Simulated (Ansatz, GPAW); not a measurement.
# A Ga chain with a Ti atom bridging one bond: relaxation, then transmission at several levels, part 2 of 4

How well does a Ga chain with a Ti atom bridging one bond conduct once its atoms have relaxed, and how much do cheaper levels lose?

GPAW 26.7.0 and Ansatz 0.2.0; Ansatz plane waves; relaxation of the junction with the lead ends held (the session's first sound run).

So far. Step 2 (Relaxation): The relaxation lowered the energy of the cell by 0.193 eV.

## Step 3: Plane-wave reference (PBE)

Plane waves give the reference curve, free of the bias of atom-centred orbitals.

This step: Ansatz plane waves; Landauer transmission by layers, zero bias (Ansatz 0.2.0).

File input.yaml:

```yaml
crystal:
  lattice:
    - [9.0, 0.0, 0.0]
    - [0.0, 9.0, 0.0]
    - [0.0, 0.0, 30.8]
  atoms:
    - { symbol: Ga, position: [0.5, 0.5, 0.0413961039] }
    - { symbol: Ga, position: [0.5, 0.5, 0.1241883117] }
    - { symbol: Ga, position: [0.5, 0.5, 0.2069805195] }
    - { symbol: Ga, position: [0.5, 0.5, 0.2897727273] }
    - { symbol: Ga, position: [0.4114203434, 0.4412269173, 0.3760026573] }
    - { symbol: Ga, position: [0.4901278992, 0.486230925, 0.4583676332] }
    - { symbol: Ti, position: [0.7176292912, 0.5175644992, 0.501566108] }
    - { symbol: Ga, position: [0.4945025272, 0.4903272624, 0.5470768933] }
    - { symbol: Ga, position: [0.3892346102, 0.5130655449, 0.627286457] }
    - { symbol: Ga, position: [0.5, 0.5, 0.7102272727] }
    - { symbol: Ga, position: [0.5, 0.5, 0.7930194805] }
    - { symbol: Ga, position: [0.5, 0.5, 0.8758116883] }
    - { symbol: Ga, position: [0.5, 0.5, 0.9586038961] }
kpoints:
  mp_grid: { grid: [1, 1, 3] }
hamiltonian:
  xc: pbe
scf:
  occupations: { method: fermi_dirac, width: 0.1 }
output:
  transmission:
    leads: [[0, 1]]
    e_range: [-2, 2]
    de: 0.025
    kmesh: [1, 1]
    reduced_basis: true
  write_potential: true
  write_density: true
  volumetric_format: npy
  elf: true
```

Command:

```sh
$ ansatz run input.yaml --threads 4 --pin off --max-ram 8192MiB --backend cpu --events-out ev --progress --plain --runs-dir out
```

Numbers of over 12 decimals in the logs are rounded to 6 here.

The program printed:

```text
[...]
Crystal: 13 atoms, lattice volume = 2494.800 Å³
Basis set: ecut = 420 eV, 48675 PW (Γ)
Bands: 101, of which v1, the nominal top of the filled ones, is band 84 counted from 1 (83 counted from 0)
Symmetry: 1 space group operations
[...]
k-points: 2 of 3 (time reversal used)
[...]
SCF iter   1: F=—  HF=-47877.837209 eV  |F-HF|=—  |Δ(HF+E_count)|=         —  Δρ=7.88e-3  dr2=8.12e0  ethr=1.77e-3  ⟨swp⟩=7.5  Hψ=789  notcnv=0
[...]
SCF iter  13: F=-47877.625211 eV  HF=-47877.625211 eV  |F-HF|=3.06e-8  |Δ(HF+E_count)|=   1.45e-9  Δρ=9.94e-7  dr2=4.32e-8  ethr=5.95e-11  ⟨swp⟩=4.0  Hψ=467  notcnv=0
SCF 1 converged in 13 iterations: F = -47877.625211 eV  dr2 = 4.32e-8
[...]
transmission: 39 of 234 steps passed
transmission: 78 of 234 steps passed
[...]
transmission: 234 of 234 steps passed
WARN: The output density's exchange-correlation potential varies sharply where the density is thin. Do not read a vacuum level from v_tot or v_xc, or from such a field of the output density. On a cell that repeats whose density bears no net charge and no dipole along the vacuum's axis use v_es (v_loc + v_h of the components); under efield.dipole_correction with no amplitude use v_es + v_field, which holds any externa [...]
SCF converged after 13 iterations
Free energy (F): -47877.625211 eV
[...]
Internal energy: -47876.839041 eV  (E = F + TS)
E sigma→0 (E₀):  -47877.232126 eV
Entropy (-TS):   -0.786170 eV (-60.475 meV/atom)
Fermi energy:    -2.345213 eV
[...]
--- Band table (eV) ---
  k-point 0: bands = [... 80 lower, -2.6316, -2.5334, -2.5121, -2.4018, -2.3617, -2.2244, -2.1273, -2.0185, ... 13 higher]
  k-point 1: bands = [... 80 lower, -2.5649, -2.5520, -2.4367, -2.3408, -2.3101, -2.2815, -2.0869, -2.0448, ... 13 higher]
--- Transmission ---
  basis      : 717 plane waves across, 39 finite elements along
  points     : 1, standing for a mesh of 1 x 1
  filling    : by the input's occupations and mesh, since the crystals that have channels conduct as metals do. If one of these is a semiconductor, that mesh has misplaced its level
  energies   : 161 from -2.000000 to 2.000000 eV about the Fermi level, 0.025000 eV apart; the leads are filled to 0.000000 eV, and channels, transmission and decay are at 0.000000 eV
  crystal 0  : Ga1, at the sites [0, 1], period 2.5500 Å, over 20.40 Å; its Hamiltonian steps by up to 25.9 meV: too much for a lead, lay more layers or, if its atoms are ordered, name the step of that order
    offset         : up to 0.0000 Å between an atom of the period and one for which it stands
    filled         : 32.2 meV over the level at which it is neutral
    channels       : 3.000000e0 a spin
    conductance    : 2.8696e14 S/m² at 300 K; may be off by some 0.0 % by where its bands' edges are placed, 0.0 % from the distance to neutral
  junction   : crystal 0 to crystal 0, 0.70 to 28.95 Å
    transmission   : 1.021366e0 a spin
    error estimate : 1.835755e-4 a spin from the reduction of the transverse basis, at the most 1.324981e-3 at -0.700000 eV
    conductance    : 1.0117e14 S/m² at 300 K (1.0114e14 on every other energy)
    error estimate : 0.0 % from the energy spacing and 0.0 % from band edges of the leads and from resonances (wavevectors taken as independent; lower de), 0.0 % from the reduction of the transverse basis, 13.8 % from the steps of its leads' Hamiltonians or their offsets (lay more layers), 6.1 % from the distance to neutral
    resistance     : 6.3999e-3 Ω µm² beyond half of each lead's own
```

Run time: 90 s. Hardware: 4 threads of Arm Neoverse V2, shared host; peak memory 2.6 GiB.

Numbers from this step:

| Property | Result |
| --- | --- |
| lead level | 0 eV from the Fermi level |
| transmission at the Fermi level (one spin) | 1.021 |
| open channels of the lead at the Fermi level (one spin) | 3 |
| step of the potential along the lead | 25.9 meV |
| offset of the lead | 0 Å |
| filling of the lead less its bulk value, in size | 32.2 meV |
| conductance | 1.058 G₀ |

One spin. Transmission, zone mean against energy, zero at the Fermi level:

```
energy (eV)  transmission, zone mean
     -2.000                    0.190
     -1.900                    0.180
     -1.800                    0.169
     -1.700                    0.154
     -1.600                    0.116
     -1.500                        0
     -1.400                    0.514
     -1.300                    0.377
     -1.200                    0.372
     -1.100                    0.402
     -1.000                    0.457
     -0.900                    0.538
     -0.800                    0.647
     -0.700                    0.922
     -0.600                    0.917
     -0.550                    0.950
     -0.500                    0.649
     -0.400                    0.963
     -0.300                    0.926
     -0.200                     1.01
     -0.100                    0.932
      0.000                     1.02
      0.075                     1.36
      0.100                     1.35
      0.200                    0.525
      0.300                    0.478
      0.325                     1.06
      0.400                    0.173
      0.500                    0.201
      0.600                    0.266
      0.700                    0.435
      0.800                    0.796
      0.900                     1.32
      1.000                     1.61
      1.100                     1.68
      1.200                     1.73
      1.300                     1.82
      1.400                     1.92
      1.500                     2.04
      1.600                     2.12
      1.675                     2.14
      1.700                     2.14
      1.800                     2.02
      1.900                     1.72
      2.000                     1.45
```

One spin. Table of open channels, zone mean by energy, zero at the Fermi level:

```
energy (eV)  open channels, zone mean
     -2.000                         1
     -1.900                         1
     -1.800                         1
     -1.700                         1
     -1.600                         1
     -1.500                         0
     -1.400                         1
     -1.300                         1
     -1.200                         1
     -1.100                         1
     -1.000                         1
     -0.900                         1
     -0.800                         1
     -0.700                         1
     -0.600                         1
     -0.500                         1
     -0.400                         1
     -0.300                         1
     -0.200                         3
     -0.100                         3
      0.000                         3
      0.100                         3
      0.200                         3
      0.300                         3
      0.400                         3
      0.500                         3
      0.600                         3
      0.700                         3
      0.800                         3
      0.900                         3
      1.000                         3
      1.100                         3
      1.200                         3
      1.300                         3
      1.400                         3
      1.500                         3
      1.600                         3
      1.700                         3
      1.800                         3
      1.900                         3
      2.000                         3
```

Crystal 0, spin -, k parallel (0, 0); distinct values, listed up to 1.5 1/Å. The Im kz of the slowest decaying states by energy, zero at the Fermi level:

```
energy (eV)  decay 1 (Å⁻¹)  decay 2 (Å⁻¹)  decay 3 (Å⁻¹)  decay 4 (Å⁻¹)
    -2.0000          0.644          0.644           1.14           1.27
    -1.7500          0.597          0.598           1.11           1.24
    -1.5000        0.00435          0.546          0.546           1.08
    -1.2500          0.488          0.489           1.05           1.19
    -1.0000          0.423          0.423           1.01           1.16
    -0.7500          0.344          0.345          0.981           1.13
    -0.5000          0.240          0.241          0.946           1.10
    -0.2500          0.910           1.07           1.18           1.18
     0.0000          0.873           1.04           1.15           1.15
     0.2500          0.834           1.01           1.13           1.13
     0.5000          0.793          0.972           1.10           1.10
     0.7500          0.750          0.938           1.07           1.07
     1.0000          0.704          0.902           1.04           1.04
     1.2500          0.655          0.864           1.01           1.01
     1.5000          0.602          0.825          0.972          0.975
     1.7500          0.544          0.784          0.937          0.942
     2.0000          0.479          0.741          0.900          0.907
```

Crystal 0, spin -, k parallel (0, 0). Table of Re kz of states that move upwards by energy, zero at the Fermi level:

```
energy (eV)  channel 1 (Å⁻¹)  channel 2 (Å⁻¹)  channel 3 (Å⁻¹)
     -2.000             1.18                -                -
     -1.800             1.20                -                -
     -1.600             1.22                -                -
     -1.400            -1.23                -                -
     -1.200            -1.20                -                -
     -1.000            -1.18                -                -
     -0.800            -1.17                -                -
     -0.600            -1.15                -                -
     -0.400            -1.13                -                -
     -0.200            -1.11            0.125            0.128
      0.000            -1.09            0.255            0.256
      0.200            -1.07            0.339            0.340
      0.400            -1.05            0.406            0.407
      0.600            -1.04            0.464            0.465
      0.800            -1.02            0.516            0.517
      1.000            -1.00            0.563            0.564
      1.200           -0.983            0.607            0.608
      1.400           -0.966            0.649            0.649
      1.600           -0.949            0.688            0.688
      1.800           -0.932            0.725            0.726
      2.000           -0.916            0.761            0.762
```

The electrostatic potential energy of an electron (with the applied field's), less the Fermi level, planar mean oscillates, so the rows of the table below give means over windows of 2.57 Å about each position, cut where the curve ends. Its maxima inside the range that stand out by 2 % of the span (Å: eV): 2.6: 3.62, 5.1: 3.61, 7.6: 3.50, 10.3: 3.41, 12.8: 3.37, 18.1: 3.37, 20.7: 3.43, 23.2: 3.52, 25.7: 3.61, 28.2: 3.62. Its minima: 1.3: 2.61, 3.9: 2.62, 6.4: 2.57, 9.0: 2.43, 11.6: 2.30, 15.4: 1.65, 19.2: 2.36, 21.8: 2.47, 24.4: 2.57, 26.9: 2.62, 29.5: 2.61.

Table of electrostatic potential energy of an electron (with the applied field's), less the Fermi level, planar mean by z; means over each step:

```
z (Å)  electrostatic potential energy of an electron (with the applied field's), less the Fermi level, planar mean (eV)
 1.28                                                                                                              3.10
 3.85                                                                                                              3.11
 6.42                                                                                                              3.05
 8.99                                                                                                              2.92
11.56                                                                                                              2.82
14.13                                                                                                              2.35
16.70                                                                                                              2.32
19.27                                                                                                              2.86
21.84                                                                                                              2.96
24.41                                                                                                              3.06
26.98                                                                                                              3.11
29.55                                                                                                              3.06
```

The valence density, planar mean oscillates, so the rows of the table below give means over windows of 2.57 Å about each position, cut where the curve ends. Its maxima inside the range that stand out by 2 % of the span (Å: e/Å³): 1.3: 0.216, 3.9: 0.215, 6.4: 0.213, 9.0: 0.210, 11.6: 0.214, 14.1: 0.223, 15.4: 0.147, 16.8: 0.222, 19.2: 0.206, 21.8: 0.210, 24.4: 0.213, 26.9: 0.215, 29.5: 0.216. Its minima: 2.6: 0.0137, 5.1: 0.0138, 7.7: 0.0136, 10.3: 0.0121, 12.8: 0.0142, 14.7: 0.0549, 16.3: 0.0493, 18.1: 0.0150, 20.5: 0.0136, 23.1: 0.0136, 25.7: 0.0138, 28.2: 0.0137.

Table of valence density, planar mean by z; means over each step:

```
z (Å)  valence density, planar mean (e/Å³)
 1.28                               0.0626
 3.85                               0.0626
 6.42                               0.0627
 8.99                               0.0622
11.56                               0.0620
14.13                               0.0897
16.70                               0.0926
19.27                               0.0626
21.84                               0.0625
24.41                               0.0626
26.98                               0.0626
29.55                               0.0663
```

ELF in the ca plane at fractional y = 0.500, with atoms of Ga and Ti within 0.2 Å of it. It is the smooth field of the valence electrons, not physical close to the nuclei.

Ten even steps from '0' (0.00) to '9' (0.67), each cell a mean:
```
00000000000000000001344333443100000000000000
00000000000000000024554322355420000000000000
00000000000000000235542111245532000000000000
00000000000000001345431111124543100000000000
10000111110000002455423676323554200000011111
21111233321000002576425978723675310000134432
43223466642000013688526736724886310001356764
65335688874100013689845878637997310002589887
56556667886211113689974444368887421013698767
45676545687422224665555323555566532124786545
24675312467543345654224555532346643335764213
13674121367644446752113576411146754346863121
14674211468643346852112575311147743345864112
45775333578542246864224576432358641125775333
56765444677643346886445677544579631215786444
77654555567754446888767766666788642135876544
65433333346865567666776544555567754457974332
43221111125787765434444322233335776689963211
22111000113566643211221111111113578999842100
11100000011333321000000000000001357887531000
00000000000111100000000000000000124554310000
00000000000000000000000000000000001222100000
00000000000000000000000000000000000000000000
00000000000000000000011222110000000000000000
```
Columns run along c (16.0 Å, from fractional 0.22 to 0.74 of the cell), rows up along a (9.0 Å). Atoms in or near the plane, at fractional coordinates: Ga at (0.29, 0.50), Ga at (0.46, 0.49), Ti at (0.50, 0.72), Ga at (0.55, 0.49), Ga at (0.63, 0.39), Ga at (0.71, 0.50).

Electrostatic potential energy in the ca plane at fractional y = 0.500, with atoms of Ga and Ti within 0.2 Å of it. With pseudopotentials it is smooth inside the atoms' cores, unlike the true potential.

Ten even steps from '0' (-26 eV) to '9' (1 eV), each cell a mean:
```
99999999999999999999999999999999999999999999
99999999999999999999999888999999999999999999
99999999999999999999998888889999999999999999
99999999999999999999987656789999999999999999
99999999999999999999875201478999999999999999
99999999999999999999872000168999999999999999
99999999999999999999860000058999999999999999
99999999999999999999972000168999999999999999
88998878899999999999875211578899999999998878
36887423689999999986546666644579999999986324
02674000278988889862002687300148998889872000
01562000168875578840000586100027876678851000
01673000168731147740000587200027741136861000
14785201478610016862002788410157610003774102
68898656788620026886557899865688500002787656
89999888999742257999889999988898710004899888
99999999999877788999999999999999853247999999
99999999999998899999999999999999987788999999
99999999999999999999999999999999999999999999
99999999999999999999999999999999999999999999
99999999999999999999999999999999999999999999
99999999999999999999999999999999999999999999
99999999999999999999999999999999999999999999
99999999999999999999999999999999999999999999
```
Columns run along c (16.0 Å, from fractional 0.22 to 0.74 of the cell; values clipped at the 3rd and 97th percentile), rows up along a (9.0 Å). Atoms in or near the plane, at fractional coordinates: Ga at (0.29, 0.50), Ga at (0.46, 0.49), Ti at (0.50, 0.72), Ga at (0.55, 0.49), Ga at (0.63, 0.39), Ga at (0.71, 0.50).

Valence density in the ca plane at fractional y = 0.500, with atoms of Ga and Ti within 0.2 Å of it. It is the smooth field of the valence electrons, not physical close to the nuclei.

Ten steps, logarithmic in the rise over the least value, from '0' (0 e/Å³) to '9' (31 e/Å³), each cell a mean:
```
00000000000000000000000000000000000000000000
00000000000000000000000000000000000000000000
00000000000000000000000000000000000000000000
00000000000000000000000000000000000000000000
00000000000000000000001233100000000000000000
00000000000000000000002565310000000000000000
00000000000000000000013676410000000000000000
00000000000000000000012566310000000000000000
00000000000000000000111233211000000000000000
21001122100000000001121111122110000000001221
52112465210000000013552111246421000000012564
83112698410011110125884211379731001100114896
73112587311112211125884111279621113321113785
31111243111124421112442101134311136752112342
10000111000124421111111000011111148962101111
00000000000012210000000000000000126642100000
00000000000000000000000000000000012211000000
00000000000000000000000000000000000000000000
00000000000000000000000000000000000000000000
00000000000000000000000000000000000000000000
00000000000000000000000000000000000000000000
00000000000000000000000000000000000000000000
00000000000000000000000000000000000000000000
00000000000000000000000000000000000000000000
```
Columns run along c (16.0 Å, from fractional 0.22 to 0.74 of the cell), rows up along a (9.0 Å). Atoms in or near the plane, at fractional coordinates: Ga at (0.29, 0.50), Ga at (0.46, 0.49), Ti at (0.50, 0.72), Ga at (0.55, 0.49), Ga at (0.63, 0.39), Ga at (0.71, 0.50).

The largest of the program's own error estimates on the conductance is 14 %. T at the Fermi level is 1.02; the potential still steps by 25.9 meV from one lead period to the next, more than the program accepts for a lead, so the cell is too short for a firm reference, and the program's own error estimates apply.

(Continued in part 3 of 4.)

[Logs are printed without paths, hosts, clocks, repeated set-up lines and the standing remarks that a program may print on its own settings, such as how far it seeks lower states.]

[Hosts, paths, dates, database ids (printed as entryN), source tags and the programs' standing remarks are cut or masked in the printed files.]
